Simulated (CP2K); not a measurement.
# Zn in CP2K: work function with PBE

Aim: the work function of Zn with PBE.

Everything below comes from runs of CP2K 2026.2. Logs are shortened: lines on timing, memory, paths and dates and some standing lists are left out, and cuts for length are marked.

**1. The cell of the first run**

The cell holds a slab with vacuum, 5 atoms: a = 2.617 Å, b = 2.619 Å, c = 24.717 Å, α = 90.00°, β = 90.00°, γ = 119.98°.

**2. Work function, PBE (the (0 0 1) slab of Zn, cut from the database cell, not relaxed)**

The input, zn_workfunction.inp:

```
&GLOBAL
  PROJECT zn_workfunction
  RUN_TYPE ENERGY_FORCE
  PRINT_LEVEL LOW
&END GLOBAL
&FORCE_EVAL
  METHOD QS
  &DFT
    BASIS_SET_FILE_NAME BASIS_MOLOPT_UZH
    POTENTIAL_FILE_NAME POTENTIAL_UZH
    &MGRID
      CUTOFF 450
      REL_CUTOFF 60
      NGRIDS 4
    &END MGRID
    &QS
      METHOD GPW
      EPS_DEFAULT 1.0E-10
    &END QS
    &KPOINTS
      SCHEME MONKHORST-PACK 12 12 1
      GAMMA_CENTERED T
      SYMMETRY T
      SYMMETRY_BACKEND SPGLIB
    &END KPOINTS
    &SCF
      SCF_GUESS ATOMIC
      EPS_SCF 1.0E-6
      MAX_SCF 100
      ADDED_MOS 16
      CHOLESKY OFF
      EPS_EIGVAL 1.0E-7
      &DIAGONALIZATION ON
        ALGORITHM STANDARD
      &END DIAGONALIZATION
      &MIXING ON
        METHOD BROYDEN_MIXING
        ALPHA 0.2
        BETA 1.5
        NBUFFER 8
      &END MIXING
      &SMEAR ON
        METHOD FERMI_DIRAC
        ELECTRONIC_TEMPERATURE 580.23
      &END SMEAR
    &END SCF
    &XC
      &XC_FUNCTIONAL PBE
      &END XC_FUNCTIONAL
    &END XC
    &PRINT
      &KPOINTS ON
      &END KPOINTS
      &MULLIKEN ON
      &END MULLIKEN
      &MO ON
        ENERGIES T
        OCCUPATION_NUMBERS T
        &EACH
          QS_SCF 0
        &END EACH
        ADD_LAST NUMERIC
      &END MO
      &LOWDIN ON
      &END LOWDIN
      &HIRSHFELD ON
        SHAPE_FUNCTION DENSITY
      &END HIRSHFELD
      &E_DENSITY_CUBE ON
        STRIDE 1
      &END E_DENSITY_CUBE
      &V_HARTREE_CUBE ON
        STRIDE 1
      &END V_HARTREE_CUBE
      &ELF_CUBE ON
        STRIDE 1
      &END ELF_CUBE
    &END PRINT
  &END DFT
  &SUBSYS
    &CELL
      A 2.6169740200 0.0000000000 0.0000000000
      B -1.3084870100 2.2681701736 0.0000000000
      C 0.0000000000 0.0000000000 24.7167705914
      PERIODIC XYZ
    &END CELL
    &COORD
      SCALED
      Zn  0.3393536486 0.6787072973 0.3034376992
      Zn  0.0115275509 0.0230551018 0.4011997588
      Zn  0.3508811995 0.7017623991 0.5000000000
      Zn  0.6902348482 0.3804696963 0.5988002412
      Zn  0.3624087504 0.7248175009 0.6965623008
    &END COORD
    &KIND Zn
      BASIS_SET TZVP-MOLOPT-PBE-GTH-q12
      POTENTIAL GTH-PBE-q12
    &END KIND
    &PRINT
      &ATOMIC_COORDINATES ON
      &END ATOMIC_COORDINATES
      &CELL ON
      &END CELL
    &END PRINT
  &END SUBSYS
  &PRINT
    &FORCES ON
    &END FORCES
  &END PRINT
&END FORCE_EVAL
```

Potentials or basis: POTENTIAL_UZH Zn GTH-PBE-q12; TZVP-MOLOPT-PBE-GTH basis.

Started as:

```bash
OMP_NUM_THREADS=1 mpirun -n 2 cp2k.psmp -i zn_workfunction.inp -o zn_workfunction.out
```

zn_workfunction.out:

```text

 CP2K| version string:                                       CP2K version 2026.2
 CP2K| Input file name                                       zn_workfunction.inp

 GLOBAL| Force Environment number                                              1
 GLOBAL| Basis set file name                                    BASIS_MOLOPT_UZH
 GLOBAL| Potential file name                                       POTENTIAL_UZH
 GLOBAL| MM Potential file name                                     MM_POTENTIAL
 GLOBAL| Coordinate file name                                      __STD_INPUT__
 GLOBAL| Method name                                                        CP2K
 GLOBAL| Project name                                            zn_workfunction
 GLOBAL| Run type                                                   ENERGY_FORCE
 GLOBAL| FFT library                                                       FFTW3
 GLOBAL| Diagonalization library                                       ScaLAPACK
 GLOBAL| Cholesky decomposition library                                ScaLAPACK
 GLOBAL| DGEMM library                                                      BLAS
 GLOBAL| Direct generalized diagonalization requested                          F
 GLOBAL| Matrix multiplication library                                 ScaLAPACK
 GLOBAL| Global print level                                                  LOW
 GLOBAL| Total number of message passing processes                             2
 GLOBAL| Number of threads for this process                                    1
 GLOBAL| CPU model name                                                  UNKNOWN

 CELL| Volume [angstrom^3]:                                           146.712384
 CELL| Vector a [angstrom]:       2.617     0.000     0.000   |a| =     2.616974
 CELL| Vector b [angstrom]:      -1.308     2.268     0.000   |b| =     2.618537
 CELL| Vector c [angstrom]:       0.000     0.000    24.717   |c| =    24.716771
 CELL| Angle (b,c), alpha [degree]:                                    90.000000
 CELL| Angle (a,c), beta  [degree]:                                    90.000000
 CELL| Angle (a,b), gamma [degree]:                                   119.980261
 CELL| Numerically orthorhombic:                                              NO
 CELL| Periodicity                                                           XYZ

 CELL_REF| Volume [angstrom^3]:                                       146.712384
 CELL_REF| Vector a [angstrom     2.617     0.000     0.000   |a| =     2.616974
 CELL_REF| Vector b [angstrom    -1.308     2.268     0.000   |b| =     2.618537
 CELL_REF| Vector c [angstrom     0.000     0.000    24.717   |c| =    24.716771
 CELL_REF| Angle (b,c), alpha [degree]:                                90.000000
 CELL_REF| Angle (a,c), beta  [degree]:                                90.000000
 CELL_REF| Angle (a,b), gamma [degree]:                               119.980261
 CELL_REF| Numerically orthorhombic:                                          NO
 CELL_REF| Periodicity                                                       XYZ

[... 8 lines left out ...]
 TOTAL NUMBERS AND MAXIMUM NUMBERS

  Total number of            - Atomic kinds:                                   1
                             - Atoms:                                          5
                             - Shell sets:                                     5
                             - Shells:                                        50
                             - Primitive Cartesian functions:                 30
                             - Cartesian basis functions:                    200
                             - Spherical basis functions:                    170

  Maximum angular momentum of the orbital basis functions:                     3

 MODULE QUICKSTEP: ATOMIC COORDINATES IN ANGSTROM

   Atom Kind Element         X             Y             Z       Z(eff)     Mass
      1    1 Zn   30     -0.000000      1.539424      7.500000  12.0000  65.3800
      2    1 Zn   30      0.000000      0.052293      9.916362  12.0000  65.3800
      3    1 Zn   30     -0.000000      1.591717     12.358385  12.0000  65.3800
      4    1 Zn   30      1.308487      0.862970     14.800408  12.0000  65.3800
      5    1 Zn   30     -0.000000      1.644009     17.216771  12.0000  65.3800

 SCF PARAMETERS         Density guess:                                    ATOMIC
[... 9 lines left out ...]
                        --------------------------------------------------------
                        level_shift [a.u.]:                             0.000000
                        added MOs                                        16    0
                        --------------------------------------------------------
                        Mixing method:                            BROYDEN_MIXING
[... 11 lines left out ...]
 *******************************************************************************
 BRILLOUIN| K-point scheme                                        Monkhorst-Pack
 BRILLOUIN| K-Point grid                                            12   12    1
 BRILLOUIN| Gamma-centered k-point mesh                                     ON
 BRILLOUIN| K-point symmetry accuracy                               0.100000E-05
[... 54 lines left out ...]

 Number of orbital functions:                                                170
 Number of independent orbital functions:                                    170

 SCF WAVEFUNCTION OPTIMIZATION

  Step     Update method      Time    Convergence         Total energy    Change
  ------------------------------------------------------------------------------
     1 NoMix/Diag. 0.20E+00    5.2     1.42044810      -303.3578081760 -3.03E+02
     2 Broy./Diag. 0.20E+00    6.1     0.01183317      -304.6366618714 -1.28E+00
     3 Broy./Diag. 0.20E+00    6.1     0.02558961      -303.8454537479  7.91E-01
     4 Broy./Diag. 0.20E+00    6.1     0.01147685      -303.0566523209  7.89E-01
     5 Broy./Diag. 0.20E+00    6.1     0.01059028      -302.8758868648  1.81E-01
     6 Broy./Diag. 0.20E+00    6.1     0.00101797      -302.8254408638  5.04E-02
     7 Broy./Diag. 0.20E+00    6.1     0.00301788      -302.8334700210 -8.03E-03
     8 Broy./Diag. 0.20E+00    6.1     0.00127315      -302.8316110811  1.86E-03
     9 Broy./Diag. 0.20E+00    6.1     0.00103942      -302.8296181828  1.99E-03
    10 Broy./Diag. 0.20E+00    6.1     0.00064532      -302.8294196324  1.99E-04
    11 Broy./Diag. 0.20E+00    6.1     0.00053691      -302.8285807732  8.39E-04
[... 8 lines left out ...]
    20 Broy./Diag. 0.20E+00    6.1     0.00003274      -302.8254471018  1.28E-04
    21 Broy./Diag. 0.20E+00    6.1     0.00002971      -302.8255181148 -7.10E-05
    22 Broy./Diag. 0.20E+00    6.1     0.00001228      -302.8256483923 -1.30E-04
    23 Broy./Diag. 0.20E+00    6.1     0.00001418      -302.8256171897  3.12E-05
    24 Broy./Diag. 0.20E+00    6.1     0.00002097      -302.8255540850  6.31E-05
    25 Broy./Diag. 0.20E+00    6.1     0.00002646      -302.8255286115  2.55E-05
    26 Broy./Diag. 0.20E+00    6.1     0.00000557      -302.8255423384 -1.37E-05
    27 Broy./Diag. 0.20E+00    5.8     0.00000262      -302.8255456208 -3.28E-06
    28 Broy./Diag. 0.20E+00    5.7     0.00000103      -302.8255477388 -2.12E-06
    29 Broy./Diag. 0.20E+00    5.7     0.00000080      -302.8255487990 -1.06E-06

  *** SCF run converged in    29 steps ***

  Electronic density on regular grids:        -59.9999998877        0.0000001123
  Core density on regular grids:               59.9999999941       -0.0000000059
  Total charge density on r-space grids:        0.0000001064
  Total charge density g-space grids:           0.0000001064

  Overlap energy of the core charge distribution:               0.00000000281113
  Self energy of the core charge distribution:               -398.90290492683442
  Core Hamiltonian energy:                                    127.34295322213040
  Hartree energy:                                              13.75862731436171
  Exchange-correlation energy:                                -45.02374372440863
  Electronic entropic energy:                                  -0.00048068863652
  Fermi energy:                                                 0.05070704549643

  Total energy:                                              -302.82554879901659
  Total energy (extrapolated to T->0):                       -302.82530845469830

 MO| EIGENVALUES AND OCCUPATION NUMBERS FOR K POINT 1
 MO|
 MO|  Index      Eigenvalue [a.u.]        Eigenvalue [eV]             Occupation
 MO|      1              -0.270585              -7.362991               2.000000
 MO|      2              -0.268903              -7.317222               2.000000
 MO|      3              -0.267654              -7.283244               2.000000
 MO|      4              -0.266858              -7.261569               2.000000
 MO|      5              -0.261414              -7.113441               2.000000
 MO|      6              -0.256851              -6.989272               2.000000
[... 717 lines left out ...]
 MO|     45               0.426390              11.602649               0.000000
 MO|     46               0.470357              12.799069               0.000000
 MO| Sum:                                                              56.039369
 MO| E(Fermi):            0.050707 a.u.          1.379809 eV

 [... the levels of further k-points ...]

 The electron density is written in Cube    file format to the file:

 zn_workfunction-ELECTRON_DENSITY-1_0.cube

 !-----------------------------------------------------------------------------!
                     Mulliken Population Analysis

 #  Atom  Element  Kind  Atomic population                           Net charge
       1     Zn       1         11.969357                              0.030643
       2     Zn       1         12.026621                             -0.026621
       3     Zn       1         12.008036                             -0.008036
       4     Zn       1         12.026627                             -0.026627
       5     Zn       1         11.969359                              0.030641
 # Total charge                             60.000000                  0.000000

 !-----------------------------------------------------------------------------!

 !-----------------------------------------------------------------------------!
                           Hirshfeld Charges

  #Atom  Element  Kind  Ref Charge     Population                    Net charge
      1       Zn     1      12.000         12.001                        -0.001
      2       Zn     1      12.000         11.997                         0.003
      3       Zn     1      12.000         12.003                        -0.003
      4       Zn     1      12.000         11.997                         0.003
      5       Zn     1      12.000         12.001                        -0.001

  Total Charge                                                            0.000
 !-----------------------------------------------------------------------------!

 LOWDIN POPULATION ANALYSIS

 #  Atom  Element  Kind  Atomic population                           Net charge
       1     Zn       1         11.914358                              0.085642
       2     Zn       1         12.083526                             -0.083526
       3     Zn       1         12.004233                             -0.004233
       4     Zn       1         12.083526                             -0.083526
       5     Zn       1         11.914356                              0.085644
 # Total charge                             60.000000                  0.000000

               ----- ELF is computed on the real space grid -----

 ELF is written in Cube    file format to the file:

 zn_workfunction-ELF_S1-1_0.cube

 ENERGY| Total FORCE_EVAL ( QS ) energy [hartree]           -302.825547289826773

 FORCES| Atomic forces [hartree/bohr]
 FORCES|   Atom     x               y               z               |f|
 FORCES|      1  3.20058825E-05  9.80904239E-04 -2.83183110E-03   2.99707605E-03
 FORCES|      2  1.77207222E-05 -1.64251575E-04  1.80409299E-03   1.81164128E-03
 FORCES|      3 -2.41903876E-05  1.82614768E-04 -5.94071411E-07   1.84210969E-04
 FORCES|      4 -2.84589406E-05 -2.77395148E-04 -2.05581275E-03   2.07463829E-03
 FORCES|      5  9.77561552E-06  2.22216286E-04  2.49303551E-03   2.50293861E-03
 FORCES| Sum     6.85289210E-06  9.44088571E-04 -5.91109424E-04
 FORCES| Total atomic force                                       1.11389431E-03
```

Wall time 3.4 min (2 MPI ranks of Arm Neoverse V2, shared host).

What came out:

```yaml
Free_energy: -8240.3022 eV
Largest_force: 0.154 eV/Å
Band_gap_on_the_k_mesh: none (metal or under the smearing width)
Work_function: 3.96 eV
Work_function_of_the_upper_face: 3.96 eV
Work_function_of_the_lower_face: 3.96 eV
```

Forces in eV/Å, atoms in the order of the input:
```
Zn   0.002  0.050 -0.146
Zn   0.001 -0.008  0.093
Zn  -0.001  0.009  0.000
Zn  -0.001 -0.014 -0.106
Zn   0.001  0.011  0.128
```

Caveat: the basis of atomic orbitals isn't converged, which shifts pressures, moduli and gaps.
